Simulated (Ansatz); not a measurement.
# BAs (F-43m) in Ansatz: a series of runs

Runs on BAs. Level: HSE06 form with a typed share of exact exchange. Tasks: single point.

Everything below comes from runs of Ansatz 0.2.0. Logs are shortened: lines on timing, memory, paths and dates and some standing lists are left out, and cuts for length are marked.

### Step 1. The crystal as given

The structure is cubic, space group F-43m (No. 216). The conventional cell has a = 4.777 Å, b = 4.777 Å, c = 4.777 Å, α = 90.00°, β = 90.00°, γ = 90.00°. As (site symmetry -43m) has 4 B at 2.07 Å as nearest neighbours. B (site symmetry -43m) is surrounded by 4 As at 2.07 Å.

### Step 2. Single point, HSE06 form with a typed share of exact exchange

Contents of input.yaml:

```yaml
crystal:
  lattice:
    - [0.0, 2.3885, 2.3885]
    - [2.3885, 0.0, 2.3885]
    - [2.3885, 2.3885, 0.0]
  atoms:
    - { symbol: As, position: [0.75, 0.75, 0.75] }
    - { symbol: B, position: [0.0, 0.0, 0.0] }
hamiltonian:
  xc: { exchange: pbe, correlation: pbe, exx: { coeff: 0.25, omega: 0.1 } }
  pseudopotentials: { kind: paw }
kpoints:
  mp_grid: { grid: [5, 5, 5] }
scf:
  occupations: { method: fermi_dirac, width: 0.05 }
output:
  forces: true
  stress: true
  eigenvalues: true
```

Potentials or basis: Ansatz PAW.

On the command line:

```
> ansatz run input.yaml --threads 2 --pin off --max-ram 5632MiB --backend cpu --events-out ev --progress --plain --runs-dir out
```

Standard output:

```text
Warning: output.stress: scf.convergence.dr2_threshold = 1e-7 eV (the SCF's general default) is looser than the 2e-10 eV advised for a printed stress (1e-10 eV for each atom of the cell: 2). What an SCF threshold leaves in a stress goes as its square root, and in the free energy as the threshold itself, and one threshold admits the most on a small cell: of the crystals measured, under no hybrid functional and no lock of the moments, on runs that ended without the residual-converged pass, on stresses that held no estimate of that error, the worst erred by over 100 MPa in a component at 1e-7 eV an atom and by under 5 at 1e-10. Set scf.convergence.dr2_threshold to 2e-10 eV or tighter. The threshold is an SCF's pass mark: one that does not reach it within its budget of iterations ends unconverged, or closes short of it on a stop that the run arms, and scf.convergence.dr2_threshold's page says what that costs each kind of run
Warning: output.stress: scf.exx.energy_threshold = 1e-6 eV is looser than the 2e-8 eV advised for a stress under a hybrid functional (1e-8 eV for each atom of the cell: 2). Every SCF of the exchange loop can meet its threshold on dr2 while the loop round them stops early: no threshold on dr2 bounds what that leaves in the stress. Set scf.exx.energy_threshold to 2e-8 eV or tighter. The threshold is the loop's pass mark: a loop that does not reach it within its budget of cycles ends unconverged, and scf.exx.energy_threshold's page has the law
Warning: RAYON_NUM_THREADS=2 ignored (pool sized by the plan → 2); use --threads N
exact exchange: scf.exx.singularity resolves to wigner_seitz, which cuts the screened interaction at the faces of the exchange supercell's Wigner-Seitz cell, so that each pair interacts once, at the shortest of its separations (the periodic images that this leaves out come, for a point-like exchange hole, to about 0.044 eV on a filled level). The cut falls within the interaction's reach, and what an exchange supercell this small leaves in the energy, the band gaps and, where it is computed, the pressure is not bounded here. The exchange supercell (the smallest cell that an SCF of this deck is solved on times the 5×5×5 mesh of the exchange sum) has its nearest image at L = 16.89 Å, 1.69 times the interaction's range 1/ω = 10.00 Å. A denser mesh of the exchange sum (kpoints.mp_grid; where a k-mesh is refused, the cell repeated along its short axes), shrinks what is left. The k-mesh (kpoints.mp_grid) can leave an error of its own, as it does under a semilocal functional: two runs of this structure under PBE, one on that k-mesh and one on a denser one or on the cell repeated (per cell), show about how large it is in the energy; in a metal the hybrid's can be larger than they show. Converge the k-mesh under the hybrid itself. See scf.exx.q_mesh
Engine: ansatz 0.2.0, aarch64-unknown-linux-gnu
Pseudopotentials: kind: paw
Pseudopotential: As, paw, valence charge 15, recommended cutoff 420 eV (normal), As.paw.azcp
Pseudopotential: B, paw, valence charge 3, recommended cutoff 420 eV (normal), B.paw.azcp
Functional definition: unnamed
  parameter a_1 = 0.25
  parameter omega_1 = 0.1/angstrom
  exchange = pbe_x + (-a_1)*pbe_x_sr(omega_1) + a_1*exact_x_sr(omega_1)
  correlation = pbe_c
Crystal: 2 atoms, lattice volume = 27.252 Å³
Basis set: ecut = 420 eV, 531 PW (Γ), exchange–correlation on 48×48×48 points (8 copies of the dense FFT grid, shifted against one another)
Bands: 13, of which v1, the nominal top of the filled ones, is band 9 counted from 1 (8 counted from 0)
Symmetry: 24 space group operations
Space group: F-43m (ITA 216), of the structure as read, at distance tolerance 3.0e-5 Å
k-points: 10 of 125 (time reversal used)
Non-local potential: As, projectors of the file, l = 0: 2, l = 1: 2, l = 2: 3, l = 3: 1
Non-local potential: B, projectors of the file, l = 0: 2, l = 1: 2, l = 2: 1
PAW form: soft (Blöchl's): semilocal exchange-correlation on the pseudo side does not see the compensation charge
PAW frozen core: As, regenerated for the run's functional, and the local potential with it (the file was generated under x = pbe(κ = 0.804, μ = 0.2195149727645171), c = pbe(β = 0.06672455060314922))
PAW frozen core: B, regenerated for the run's functional, and the local potential with it (the file was generated under x = pbe(κ = 0.804, μ = 0.2195149727645171), c = pbe(β = 0.06672455060314922))
PAW one-centre angular grid: As, 590 points (default); XC on 64 Gauss nodes
PAW one-centre angular grid: B, 110 points (default); XC on 64 Gauss nodes
Initial density: superposition of atomic densities (neutral atoms: chi_scale 0, normalization atom), corrected by the library's trained network
Initial wavefunctions: pseudopotential atomic-orbital guess
Functional: x = pbe(κ = 0.804, μ = 0.2195149727645171), c = pbe(β = 0.06672455060314922), warm-up for x = pbe(κ = 0.804, μ = 0.2195149727645171) + 0.25 (exact − pbe) at short range (hse, ω = 0.1 Å⁻¹), c = pbe(β = 0.06672455060314922)
SCF iter   1: F=—  HF=-5012.043318 eV  |F-HF|=—  |Δ(HF+E_count)|=         —  Δρ=1.25e-3  dr2=3.28e-4  ethr=1.77e-3  ⟨swp⟩=5.5  Hψ=523  notcnv=0
preconditioner: auto → none  [insulator: Δε(μ)=1.183 eV  Ē_g=12.417 eV  σ=0.050 eV  W_gap=1.00  n_scr=8 (ndim 8)  ℏωp=20.1 eV  f_vac=0.001  D(μ)=0.00/eV (n_scr^D=0)]
SCF iter   2: F=-5012.043493 eV  HF=-5012.043452 eV  |F-HF|=4.05e-5  |Δ(HF+E_count)|=   1.34e-4  Δρ=5.69e-4  dr2=6.88e-5  ethr=1.82e-6  ⟨swp⟩=4.0  Hψ=343  notcnv=0
SCF 1 stopped early in 2 iterations: F = -5012.043493 eV  dr2 = 6.88e-5
Initial density: handed on by an earlier stage of this run
Initial wavefunctions: those handed on with the density
Functional: x = pbe(κ = 0.804, μ = 0.2195149727645171) + 0.25 (exact − pbe) at short range (hse, ω = 0.1 Å⁻¹), c = pbe(β = 0.06672455060314922)
Exchange kernel: α = 0.2500, screened, ω = 0.1000 Å⁻¹, Wigner–Seitz truncation, v(0) = 3136.6333 eV·Å³, q-mesh 5×5×5, nearest image of the exchange supercell L = 16.89 Å, pair-density grid 15×15×15, without the augmentation charges, whose exchange is taken in its separable form by FFT convolution over the k-point mesh (sized by the pseudopotential files, 20×20×20 at the most), smooth part of the exact exchange by density-matrix convolution
Frozen-core exchange: fock
SCF iter   1: F=—  HF=-5013.481063 eV  |F-HF|=—  |Δ(HF+E_count)|=         —  Δρ=6.66e-3  dr2=6.71e-3  ethr=3.82e-6  ⟨swp⟩=5.5  Hψ=563  notcnv=0
preconditioner: auto → none  [insulator: Δε(μ)=2.089 eV  Ē_g=14.475 eV  σ=0.050 eV  W_gap=1.00  n_scr=8 (ndim 8)  ℏωp=20.1 eV  f_vac=0.001  D(μ)=0.00/eV (n_scr^D=0)]
SCF iter   2: F=—  HF=-5013.473433 eV  |F-HF|=—  |Δ(HF+E_count)|=   7.63e-3  Δρ=3.05e-3  dr2=1.74e-3  ethr=3.82e-6  ⟨swp⟩=4.0  Hψ=410  notcnv=0
SCF iter   3: F=—  HF=-5013.473111 eV  |F-HF|=—  |Δ(HF+E_count)|=   3.21e-4  Δρ=1.32e-3  dr2=4.70e-4  ethr=3.82e-6  ⟨swp⟩=2.6  Hψ=230  notcnv=0
SCF iter   4: F=—  HF=-5013.477612 eV  |F-HF|=—  |Δ(HF+E_count)|=   4.50e-3  Δρ=7.38e-4  dr2=5.58e-5  ethr=8.86e-7  ⟨swp⟩=4.0  Hψ=406  notcnv=0
iter 5 solved again at ethr=1.97e-9 eV; its pass at ethr=2.94e-7 eV (dr2=3.55e-7 eV) is discarded
SCF iter   5: F=-5013.477573 eV  HF=-5013.477573 eV  |F-HF|=1.40e-7  |Δ(HF+E_count)|=   3.94e-5  Δρ=4.87e-5  dr2=4.68e-6  ethr=1.97e-9  ⟨swp⟩=3.9  Hψ=606  notcnv=0  defer=1
SCF 2 stopped early in 5 iterations: F = -5013.477573 eV  dr2 = 4.68e-6
hybrid outer 1: dexx = +5.221e-3 eV, tail = 6.27e-5 eV
Exchange kernel: α = 0.2500, screened, ω = 0.1000 Å⁻¹, Wigner–Seitz truncation, v(0) = 3136.6333 eV·Å³, q-mesh 5×5×5, nearest image of the exchange supercell L = 16.89 Å, pair-density grid 15×15×15, without the augmentation charges, whose exchange is taken in its separable form by FFT convolution over the k-point mesh (sized by the pseudopotential files, 20×20×20 at the most), smooth part of the exact exchange by density-matrix convolution
Frozen-core exchange: fock
SCF iter   1: F=—  HF=-5013.477855 eV  |F-HF|=—  |Δ(HF+E_count)|=         —  Δρ=1.16e-4  dr2=2.32e-6  ethr=1.74e-6  ⟨swp⟩=3.7  Hψ=286  notcnv=0
preconditioner: auto → none  [insulator: Δε(μ)=2.138 eV  Ē_g=14.481 eV  σ=0.050 eV  W_gap=1.00  n_scr=8 (ndim 8)  ℏωp=20.1 eV  f_vac=0.001  D(μ)=0.00/eV (n_scr^D=0)]
SCF iter   2: F=—  HF=-5013.477855 eV  |F-HF|=—  |Δ(HF+E_count)|=   5.72e-9  Δρ=1.59e-5  dr2=1.89e-7  ethr=1.09e-8  ⟨swp⟩=4.0  Hψ=357  notcnv=0
SCF iter   3: F=—  HF=-5013.477856 eV  |F-HF|=—  |Δ(HF+E_count)|=   1.33e-6  Δρ=1.92e-5  dr2=7.90e-8  ethr=1.53e-10  ⟨swp⟩=4.3  Hψ=415  notcnv=0
SCF iter   4: F=-5013.477856 eV  HF=-5013.477856 eV  |F-HF|=1.84e-10  |Δ(HF+E_count)|=   2.41e-8  Δρ=2.50e-6  dr2=3.68e-9  ethr=1.53e-10  ⟨swp⟩=3.0  Hψ=258  notcnv=0
SCF 3 converged in 4 iterations: F = -5013.477856 eV  dr2 = 3.68e-9
  Residual-converged pass: ⟨swp⟩=3.0  Hψ=251  notcnv=0  max |occ|·‖R‖ = 2.1e-6 eV (tolerance 2.4e-6 eV)  dr2=3.65e-9  dr2_onsite=2.75e-10  max |Δocc| = 1.6e-18
hybrid outer 2: dexx = +1.596e-6 eV, tail = 4.34e-8 eV, Δε = 3.61e-3 eV (about 1.49e-4 eV left of the loop's levels)
hybrid SCF converged: 2 outer / 9 inner (+2 warm-up), last move |dexx| = 1.60e-6 eV, tail = 4.34e-8 eV
Stability not checked: this state was not tested for a lower state beside it, because the functional holds exact exchange (a hybrid, or Hartree-Fock), whose exchange loop this test does not read (fock_operator; see scf.lower_state_search)
Free energy (F): -5013.477856 eV
Frozen-core exchange: fock
Harris-Foulkes:  -5013.477856 eV  (|F-HF|=1.84e-10)
Internal energy: -5013.477856 eV  (E = F + TS)
E sigma→0 (E₀):  -5013.477856 eV
Fermi energy:    11.640859 eV
--- Per-component energies (eV) ---
  E_band       = -260.882199
  E_kinetic    = 151.203014
  E_local      = -1693.593931  (includes V_loc(G=0)·N_el)
  E_nonlocal   = -658.793831
  E_hartree    = 940.934082
  E_xc         = -88.202605
  E_vxc        = -92.883391  (∫ρ·V_xc dr)
  E_exx        = -70.535526  (= α·E_x^exact, valence–valence)
  E_paw        = -1867.941260  (= ΣΔE_a)
  E_vpaw       = 292.388705  (= ΣTr[D̂ρ^β])
  E_aug_tail   = 0.000007  (compensation charges beyond the density's cutoff)
  E_ewald      = -1725.774997
  E_core_change = -0.772809  (= ΣΔE_core)
  E_smearing   = -0.000000  (= −TS)
  E_closure    = -0.000001  (closes the sum)
  Σ components = -5013.477856   (vs F -5013.477856, Δ=9.09e-13)
--- Forces (eV/Å), atoms counted from 1 ---
  atom   1  As    -0.00000000     0.00000000     0.00000000
  atom   2  B     -0.00000000     0.00000000     0.00000000
  max |Σ_I F_I| component: 5.58e-16 eV/Å
--- Stress (GPa, compression-positive) ---
       -0.575997      -0.000000      -0.000000
        0.000000      -0.575997       0.000000
       -0.000000       0.000000      -0.575997
  P = ⅓ Tr σ = -0.5760 GPa (-5.760 kbar)
--- Band table (eV; the first three rows and the last of 10) ---
  k-point 0: bands = ["-28.7706", "-28.7706", "-28.7706", "-28.7432", "-28.7432", "-6.4357", "10.5891", "10.5891", "10.5891", "15.0160", "15.0160", "15.0160", "16.8025"]
  k-point 1: bands = ["-28.7695", "-28.7680", "-28.7680", "-28.7430", "-28.7430", "-5.7188", "6.4665", "9.6421", "9.6421", "15.0152", "16.2304", "16.2304", "19.3567"]
  k-point 2: bands = ["-28.7676", "-28.7647", "-28.7647", "-28.7416", "-28.7416", "-3.8383", "1.7795", "8.6997", "8.6997", "14.5401", "16.6735", "16.6735", "20.9687"]
  k-point 9: bands = ["-28.7688", "-28.7622", "-28.7564", "-28.7457", "-28.7402", "-2.2803", "2.0642", "4.5681", "6.0235", "16.2500", "17.1922", "18.1004", "22.0228"]
```

Run time: 6.6 s. Hardware: 2 threads of Arm Neoverse V2, shared host; peak memory 0.61 GiB.

Results:

```
Free energy            : -5013.4779 eV
Pressure               : -0.6 GPa
Band gap on the k mesh : 2.14 eV, indirect (least direct gap 4.43 eV)
```

Caveat: the k mesh is coarse (spacing up to 0.46 Å⁻¹), so the values aren't converged, least of all with exact exchange; odd divisions of the mesh miss points on the zone boundary, where band edges often lie, so the gap on the mesh can be too wide; the PAW data sets come from PBE, with cores solved anew for the run's functional, which leaves a small shift of forces and pressure; the thresholds are loose for stress. A k mesh can miss the band edges.

### Step 3. Single point, HSE06 form with a typed share of exact exchange

input.yaml, as its differences from that of step 2:

```diff
@@ -9,3 +9,6 @@
 hamiltonian:
-  xc: { exchange: pbe, correlation: pbe, exx: { coeff: 0.25, omega: 0.1 } }
+  xc:
+    exchange: pbe
+    correlation: pbe
+    exx: { coeff: 0.25, omega: 0.15 }
   pseudopotentials: { kind: paw }
```

Potentials or basis: Ansatz PAW.

On the command line:

```
> ansatz run input.yaml --threads 2 --pin off --max-ram 5632MiB --backend cpu --events-out ev --progress --plain --runs-dir out
```

Standard output:

```text
Warning: output.stress: scf.convergence.dr2_threshold = 1e-7 eV (the SCF's general default) is looser than the 2e-10 eV advised for a printed stress (1e-10 eV for each atom of the cell: 2). What an SCF threshold leaves in a stress goes as its square root, and in the free energy as the threshold itself, and one threshold admits the most on a small cell: of the crystals measured, under no hybrid functional and no lock of the moments, on runs that ended without the residual-converged pass, on stresses that held no estimate of that error, the worst erred by over 100 MPa in a component at 1e-7 eV an atom and by under 5 at 1e-10. Set scf.convergence.dr2_threshold to 2e-10 eV or tighter. The threshold is an SCF's pass mark: one that does not reach it within its budget of iterations ends unconverged, or closes short of it on a stop that the run arms, and scf.convergence.dr2_threshold's page says what that costs each kind of run
Warning: output.stress: scf.exx.energy_threshold = 1e-6 eV is looser than the 2e-8 eV advised for a stress under a hybrid functional (1e-8 eV for each atom of the cell: 2). Every SCF of the exchange loop can meet its threshold on dr2 while the loop round them stops early: no threshold on dr2 bounds what that leaves in the stress. Set scf.exx.energy_threshold to 2e-8 eV or tighter. The threshold is the loop's pass mark: a loop that does not reach it within its budget of cycles ends unconverged, and scf.exx.energy_threshold's page has the law
Warning: RAYON_NUM_THREADS=2 ignored (pool sized by the plan → 2); use --threads N
[... 3 set-up lines as earlier in the session ...]
[... 80 lines left out ...]
--- Stress (GPa, compression-positive) ---
       -0.477452       0.000000      -0.000000
        0.000000      -0.477452       0.000000
       -0.000000       0.000000      -0.477452
  P = ⅓ Tr σ = -0.4775 GPa (-4.775 kbar)
--- Band table (eV; the first three rows and the last of 10) ---
  k-point 0: bands = ["-28.6665", "-28.6665", "-28.6665", "-28.6391", "-28.6391", "-6.3280", "10.6683", "10.6683", "10.6683", "14.9406", "14.9406", "14.9406", "16.7170"]
  k-point 1: bands = ["-28.6654", "-28.6639", "-28.6639", "-28.6389", "-28.6389", "-5.6111", "6.5634", "9.7253", "9.7253", "14.9362", "16.1490", "16.1490", "19.2668"]
  k-point 2: bands = ["-28.6635", "-28.6606", "-28.6606", "-28.6375", "-28.6375", "-3.7318", "1.8875", "8.7878", "8.7878", "14.4610", "16.5901", "16.5901", "20.8822"]
  k-point 9: bands = ["-28.6647", "-28.6581", "-28.6523", "-28.6416", "-28.6361", "-2.1746", "2.1691", "4.6714", "6.1199", "16.1657", "17.1077", "18.0120", "21.9284"]
```

It took 6.7 s on 2 threads of Arm Neoverse V2, shared host; peak memory 0.61 GiB.

What came out:

| Item | Value |
| --- | --- |
| Free energy | -5013.4629 eV |
| Pressure | -0.5 GPa |
| Band gap on the k mesh | 1.98 eV, indirect (least direct gap 4.27 eV) |

Caveat: the k mesh is coarse (spacing up to 0.46 Å⁻¹), so the values aren't converged, least of all with exact exchange; odd divisions of the mesh miss points on the zone boundary, where band edges often lie, so the gap on the mesh can be too wide; the PAW data sets come from PBE, with cores solved anew for the run's functional, which leaves a small shift of forces and pressure; the thresholds are loose for stress. A k mesh can miss the band edges.

### Step 4. Single point, HSE06 form with a typed share of exact exchange

input.yaml, as its differences from that of step 3:

```diff
@@ -9,6 +9,3 @@
 hamiltonian:
-  xc:
-    exchange: pbe
-    correlation: pbe
-    exx: { coeff: 0.25, omega: 0.15 }
+  xc: { exchange: pbe, correlation: pbe, exx: { coeff: 0.25, omega: 0.2 } }
   pseudopotentials: { kind: paw }
```

On the command line:

```
> ansatz run input.yaml --threads 2 --pin off --max-ram 5632MiB --backend cpu --events-out ev --progress --plain --runs-dir out
```

Wall time 6.8 s (2 threads of Arm Neoverse V2, shared host); peak memory 0.61 GiB.

Results (log left out):

```yaml
Free_energy: -5013.4441 eV
Pressure: -0.3 GPa
Band_gap_on_the_k_mesh: 1.86 eV, indirect (least direct gap 4.14 eV)
```

Levels at points of the mesh, in eV from the valence-band top:
```csv
k point,band 5,band 6,band 7,band 8,band 9,band 10,band 11,band 12,band 13
"(0.00, 0.00, 0.00)",-39.27,-16.95,0.00,0.00,0.00,4.14,4.14,4.14,5.91
```

Caveat: the k mesh is coarse (spacing up to 0.46 Å⁻¹), so the values aren't converged, least of all with exact exchange; odd divisions of the mesh miss points on the zone boundary, where band edges often lie, so the gap on the mesh can be too wide; the PAW data sets come from PBE, with cores solved anew for the run's functional, which leaves a small shift of forces and pressure; the thresholds are loose for stress.

(Continued in part 2 of 2.)
